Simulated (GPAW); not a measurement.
# C (C2/m) in GPAW: a series of runs

Runs on C. Level: PBE. Tasks: G0W0 quasiparticle levels.

Program: GPAW 26.7.0. These are calculated values, not measurements. Logs are shortened: lines on timing, memory, paths and dates and some standing lists are left out, and cuts for length are marked. The log counts tension as positive stress, the text compression.

### 1 The crystal as given

Symmetry: C2/m, No. 12, monoclinic system. Conventional cell: a = 4.168 Å, b = 2.406 Å, c = 3.688 Å, α = 90.00°, β = 111.49°, γ = 90.00°. C (site symmetry m) is surrounded by 3 C at 1.39 Å.

This is a stacking variant of graphite.

### 2 G0W0 quasiparticle levels, PBE

Input file run.py:

```python
import json
import numpy as np
from ase.dft.bandgap import bandgap
from ase.io import read, write
from gpaw import GPAW, PW
from gpaw.response.g0w0 import G0W0

atoms = read('POSCAR')

calc = GPAW(mode=PW(550),
            xc='PBE',
            kpts={'size': (4, 4, 3), 'gamma': True},
            occupations={'name': 'fermi-dirac', 'width': 0.001},
            nbands=11,
            convergence={'density': 1e-06},
            symmetry={'point_group': False},
            maxiter=150,
            txt='gpaw.txt')
atoms.calc = calc
energy = atoms.get_potential_energy()
calc.write('gs.gpw')
write('result.traj', atoms)
print(f'Energy: {energy:.6f} eV')
print('Fermi level:', round(calc.get_fermi_level(), 4), 'eV')
print(f'Gap: {bandgap(calc)[0]:.4f} eV, direct: {bandgap(calc, direct=True)[0]:.4f} eV')

calc.diagonalize_full_hamiltonian(nbands=45)
calc.write('full.gpw', mode='all')

ibz = calc.get_ibz_k_points()
gap, vbm, cbm = bandgap(calc, output=None)
gap, direct, _ = bandgap(calc, direct=True, output=None)
gamma = int(np.abs(ibz).sum(1).argmin())
kpts = sorted({gamma, vbm[1], cbm[1], direct[1]})
gw = G0W0(calc='full.gpw',
          filename='gw',
          ecut=104.2,
          ecut_extrapolation=True,
          relbands=(-2, 2),
          kpts=kpts,
          integrate_gamma='WS',
          ppa=True)
gw.calculate()
results = {mode: {key: np.asarray(r[key]).tolist() for key in ['f', 'eps', 'vxc', 'exx', 'sigma', 'Z', 'qp', 'sigma_eskn']}
           for mode, r in gw.all_results.items()}
json.dump({'kpts': ibz[kpts].tolist(), 'results': results}, open('gw.json', 'w'))
for mode, r in results.items():
    f, qp = np.array(r['f']), np.array(r['qp'])
    print(mode, 'quasiparticle energies (eV):')
    print(qp.round(3))
    print(mode, 'gap:', round(qp[f < 0.5].min() - qp[f > 0.5].max(), 4), 'eV')
```

Input file POSCAR:

```
C
1.0
    2.0838934217     -1.2032084158      0.0000000000
    2.0838934217      1.2032084158      0.0000000000
   -1.3509174534      0.0000000000      3.4313236862
C
2
Direct
    0.1666444700      0.1666444700      0.9999069600
    0.8333555300      0.8333555300      0.0000930400
```

Potentials or basis: GPAW PAW data sets (gpaw-data 1.2.1), pw.

The run is started by

```sh
OMP_NUM_THREADS=1 python run.py
```

gpaw.txt:

```text
__  _  _
 | _ |_)|_||  |
 |__||  | ||/\| - 26.7.0

Input parameters:
  mode=PW(ecut=550.0),
  convergence={'density': 1e-06},
  kpts=MonkhorstPack(size=(4, 4, 3), gamma=True),
  maxiter=150,
  nbands=11,
  occupations=Occupations(name='fermi-dirac', width=0.001),
  symmetry=Symmetry(point_group=False),
  xc=XC(name='PBE')

Diagonalizing LCAO Hamiltonian
Converting LCAO to pw mode

       C

                 C

Atoms  # Å, Bohr magnetons
|   | symbol |         x |        y |        z |    initial magnetic moments |
|---|--------|-----------|----------|----------|-----------------------------|
| 0 |      C | -0.656253 | 0.000000 | 3.431004 | ( 0.0000,  0.0000,  0.0000) |
| 1 |      C |  3.473123 | 0.000000 | 0.000319 | ( 0.0000,  0.0000,  0.0000) |

Unit cell  # Å
| periodic |         x |         y |        z |  lengths |     angles |
|----------|-----------|-----------|----------|----------|------------|
|      yes |  2.083893 | -1.203208 | 0.000000 | 2.406309 | 108.496630 |
|      yes |  2.083893 |  1.203208 | 0.000000 | 2.406309 | 108.496630 |
|      yes | -1.350917 |  0.000000 | 3.431324 | 3.687677 |  60.002969 |

Number of symmetries: 1
Symmetry operations  # r_c * U_cc + t_c -> r_c
|   | kind |            matrix            |
|---|------|------------------------------|
| 0 |  E   |  1, 0, 0,  0, 1, 0,  0, 0, 1 |

BZ-sampling:
  Number of BZ points: 48
  Number of IBZ points: 26

  Monkhorst-Pack size: [4, 4, 3]
  Monkhorst-Pack shift: [0.125, 0.125, 0.0]

K-points  # in reciprocal-cell coordinates
|     |                                coordinates |     weight |
|-----|--------------------------------------------|------------|
|   0 | (  0.00000000,   0.00000000,   0.00000000) | 0.02083333 |
|   1 | (  0.00000000,   0.00000000,   0.33333333) | 0.04166667 |
|   2 | (  0.00000000,   0.25000000,  -0.33333333) | 0.04166667 |
|   3 | (  0.00000000,   0.25000000,   0.00000000) | 0.04166667 |
|   4 | (  0.00000000,   0.25000000,   0.33333333) | 0.04166667 |
|   5 | (  0.00000000,   0.50000000,   0.00000000) | 0.02083333 |
|   6 | (  0.00000000,   0.50000000,   0.33333333) | 0.04166667 |
|   7 | (  0.25000000,  -0.25000000,  -0.33333333) | 0.04166667 |
|   8 | (  0.25000000,  -0.25000000,   0.00000000) | 0.04166667 |
|   9 | (  0.25000000,  -0.25000000,   0.33333333) | 0.04166667 |
| ... |                                            |            |
|  25 | (  0.50000000,   0.50000000,   0.33333333) | 0.04166667 |

Plane wave coefficients: 516
Cutoff: 550.0 eV

Spin-components: 1 (collinear spins)
Bands:           11
Projectors:      10
Spin-degeneracy: 2
Datatype:        complex128

Parallelization:
  kpt:    1
  domain: 1
  band:   1

Density:
  Valence electrons: 8.0
  Components: 1
  Grid points: [14 14 20]
  Charge: 0.0  # |e|

Potential:
  Grid points: [14 14 20]

species:
  C:
    name:    Carbon
    Z:       6.0
    valence: 4
    core:    2
    charge:  0.0  # [|e|]
    compensation charges:
      type: gauss
      rc: 0.20  # [Å]
      lmax: 2
    cutoffs:
      filter: 1.14  # [Å]
      core: 1.14  # [Å]
    projectors
    | kind |    occ | energy [eV] | rcut [Å] |
    |------|--------|-------------|----------|
    |   2s |  2.000 |     -13.751 |    0.635 |
    |   2p |  2.000 |      -5.284 |    0.635 |
    |    s |        |      13.461 |    0.635 |
    |    p |        |      21.927 |    0.635 |
    |    d |        |       0.000 |    0.635 |

    Using partial waves for C as LCAO basis

Reference energy: -2055.256231  # eV

eigensolver:
  PPCG
  Converge bands: occupied
  niter=2

density mixing:
  MSR1-Mixer
  Pratt-step length: 0.05
  Maximum mixing coefficient: 0.75
  Old densities: 10
  SVD Regularization: 0.005
  Good broyden scale: 1.0
  Trust region scale: 1.0
  Backstep threshold: 4.0
  History deletion threshold: 6.0
  Fourier metric: weight=20.0, sigma=0.015

occupation numbers:
  Fermi-Dirac:
    width: 0.0010  # eV

poisson solver:
  ecut: 4400.0  # eV

xc functional:
  name: PBE with 2 nearest neighbor stencil

convergence criteria:
- Maximum integral of absolute [dens]ity change: 1e-06 electrons / valence electron
- Maximum [total energy] change in last 3 cyles: 0.0005 eV / valence electron
- Maximum integral of absolute [eigenst]ate change: 4e-08 eV^2 / valence electron
maximum number of iterations: 150

SCF iterations
|iter     | |      energy | eigst |  dens |
|---------|-|-------------|-------|-------|
|iter:   1| |  -19.599385 | +0.62 |       |
|iter:   2| |  -19.429108 | -1.63 | -0.72 |
|iter:   3| |  -18.359282 | -1.14 | -0.75 |
|iter:   4| |  -18.364434 | -2.64 | -1.59 |
|iter:   5| |  -18.366814 | -4.13 | -2.03 |
|iter:   6| |  -18.366821c| -6.01 | -3.25 |
|iter:   7| |  -18.366823c| -7.13 | -3.65 |
|iter:   8| |  -18.366823c| -8.10c| -4.23 |
|iter:   9| |  -18.366823c| -8.63c| -5.04 |
|iter:  10| |  -18.366823c| -8.94c| -5.42 |
|iter:  11| |  -18.366823c|-10.45c| -6.67c|

Converged in 11 steps
Energy contributions relative to reference atoms: (reference = -2055.256231)

Energy contributions:
  Kinetic:          24.794986
  Coulomb:         -23.625184
  Zero:              0.026729
  External:          0.000000
  Xc:              -19.563354
  Entropy:          -0.000000
  Spinorbit:         0.000000
  ----------------------------
  Free energy:     -18.366823
  Extrapolated:    -18.366823

dipole moment: (0.000001, -0.000000, 0.000002)  # |e|*Ang

Fermi level: 5.003
Eigenvalues  # (at kpt = [0.000, 0.000, 0.000])
| band index |      eig [eV] | occ [0-2] |
|------------|---------------|-----------|
|          0 |       -13.752 |     2.000 |
|          1 |        -0.738 |     2.000 |
|          2 |         3.491 |     2.000 |
|          3 |         3.495 |     2.000 |
|          4 |        10.282 |     0.000 |
|          5 |        15.318 |     0.000 |
|          6 |        15.320 |     0.000 |
|          7 |        18.757 |     0.000 |
|          8 |        20.790 |     0.000 |
|          9 |        30.135 |     0.000 |
|         10 |        31.638 |     0.000 |

Gap: 3.582 eV
Transition (v -> c):
  (s=0, k=19, n=3, [0.50, 0.00, 0.00]) -> (s=0, k=24, n=4, [0.50, 0.50, 0.00])
Direct/indirect transitions are different
Direct gap: 4.177 eV
Transition at: (s=0, k=24, n=3, [0.50, 0.50, 0.00])
# Writing to gs.gpw (mode='')

Matrix size: 516x516
# Writing to full.gpw (mode='all')
```

It took 93 s on 1 thread of Intel Xeon at 2.50GHz (Skylake/Cascade Lake), shared host; peak memory 0.21 GiB.

These settings aren't checked as converged: the numbers below hold their error.

Results:

| Item | Value |
| --- | --- |
| Free energy | -18.3668 eV |
| Band gap on the k mesh, mean-field level | 3.58 eV, indirect (least direct gap 4.18 eV) |
| Quasiparticle gap | 4.74 eV |
| Least direct quasiparticle gap | 5.42 eV |

Caveat: the k mesh is coarse (spacing up to 0.77 Å⁻¹), so the values aren't converged; the extrapolation in the response cutoff is poor; the quasiparticle gap is taken among the few k points that were corrected; the k mesh is too small for a converged quasiparticle gap; the long-wavelength limit can be off by a per cent or two; an odd mesh through Γ misses points on the zone boundary, where band edges often lie; this functional lacks dispersion, which binds the layers, so the pressure and a relaxed spacing across them are unreliable.

### 3 G0W0 quasiparticle levels, PBE

This run uses another cell than the first one, of 8.79 Å³/atom, 1.021 times its volume.

Edit run.py of step 2 so:

```diff
@@ -36,3 +36,3 @@
           filename='gw',
-          ecut=104.2,
+          ecut=102.8,
           ecut_extrapolation=True,
```

Input file POSCAR:

```
C
1.0
    2.0985692110     -1.2116819937      0.0000000000
    2.0985692110      1.2116819937      0.0000000000
   -1.3604312700      0.0000000000      3.4554887337
C
2
Direct
    0.1666444700      0.1666444700      0.9999069600
    0.8333555300      0.8333555300      0.0000930400
```

Potentials or basis: GPAW PAW data sets (gpaw-data 1.2.1), pw.

The run is started by

```sh
OMP_NUM_THREADS=1 python run.py
```

gpaw.txt:

```text
__  _  _
 | _ |_)|_||  |
 |__||  | ||/\| - 26.7.0

Input parameters:
  mode=PW(ecut=550.0),
  convergence={'density': 1e-06},
  kpts=MonkhorstPack(size=(4, 4, 3), gamma=True),
  maxiter=150,
  nbands=11,
  occupations=Occupations(name='fermi-dirac', width=0.001),
  symmetry=Symmetry(point_group=False),
  xc=XC(name='PBE')

Diagonalizing LCAO Hamiltonian
Converting LCAO to pw mode

       C

                 C

Atoms  # Å, Bohr magnetons
|   | symbol |         x |         y |        z |    initial magnetic moments |
|---|--------|-----------|-----------|----------|-----------------------------|
| 0 |      C | -0.660875 | -0.000000 | 3.455167 | ( 0.0000,  0.0000,  0.0000) |
| 1 |      C |  3.497582 |  0.000000 | 0.000321 | ( 0.0000,  0.0000,  0.0000) |

Unit cell  # Å
| periodic |         x |         y |        z |  lengths |     angles |
[... 125 lines left out ...]
|iter:   6| |  -18.411250c| -6.01 | -3.24 |
|iter:   7| |  -18.411252c| -7.19 | -3.65 |
|iter:   8| |  -18.411252c| -7.85c| -4.79 |
|iter:   9| |  -18.411252c| -8.62c| -5.16 |
|iter:  10| |  -18.411252c| -9.21c| -5.60 |
|iter:  11| |  -18.411252c|-10.27c| -6.80c|

Converged in 11 steps
Energy contributions relative to reference atoms: (reference = -2055.256231)

Energy contributions:
  Kinetic:          22.592544
  Coulomb:         -21.937898
  Zero:              0.027209
  External:          0.000000
  Xc:              -19.093108
  Entropy:          -0.000000
  Spinorbit:         0.000000
  ----------------------------
  Free energy:     -18.411252
  Extrapolated:    -18.411252

dipole moment: (0.000001, 0.000000, 0.000002)  # |e|*Ang

Fermi level: 4.823
Eigenvalues  # (at kpt = [0.000, 0.000, 0.000])
| band index |      eig [eV] | occ [0-2] |
|------------|---------------|-----------|
|          0 |       -13.796 |     2.000 |
|          1 |        -0.838 |     2.000 |
|          2 |         3.256 |     2.000 |
|          3 |         3.260 |     2.000 |
|          4 |        10.093 |     0.000 |
|          5 |        14.951 |     0.000 |
|          6 |        14.953 |     0.000 |
|          7 |        18.269 |     0.000 |
|          8 |        20.062 |     0.000 |
|          9 |        29.623 |     0.000 |
|         10 |        31.083 |     0.000 |

Gap: 3.553 eV
Transition (v -> c):
  (s=0, k=5, n=3, [0.00, 0.50, 0.00]) -> (s=0, k=24, n=4, [0.50, 0.50, 0.00])
Direct/indirect transitions are different
Direct gap: 4.130 eV
Transition at: (s=0, k=24, n=3, [0.50, 0.50, 0.00])
# Writing to gs.gpw (mode='')

Matrix size: 524x524
# Writing to full.gpw (mode='all')
```

It took 1.9 min on 1 thread of Intel Xeon at 2.50GHz (Skylake/Cascade Lake), shared host; peak memory 0.21 GiB.

These settings aren't checked as converged: the numbers below hold their error.

Results:

| Quantity | Value |
| --- | --- |
| Free energy | -18.4113 eV |
| Band gap on the k mesh, mean-field level | 3.55 eV, indirect (least direct gap 4.13 eV) |
| Quasiparticle gap | 4.71 eV |
| Least direct quasiparticle gap | 5.37 eV |

Caveat: the k mesh is coarse (spacing up to 0.76 Å⁻¹), so the values aren't converged; the extrapolation in the response cutoff is poor; the quasiparticle gap is taken among the few k points that were corrected; the k mesh is too small for a converged quasiparticle gap; the long-wavelength limit can be off by a per cent or two; an odd mesh through Γ misses points on the zone boundary, where band edges often lie; this functional lacks dispersion, which binds the layers, so the pressure and a relaxed spacing across them are unreliable.
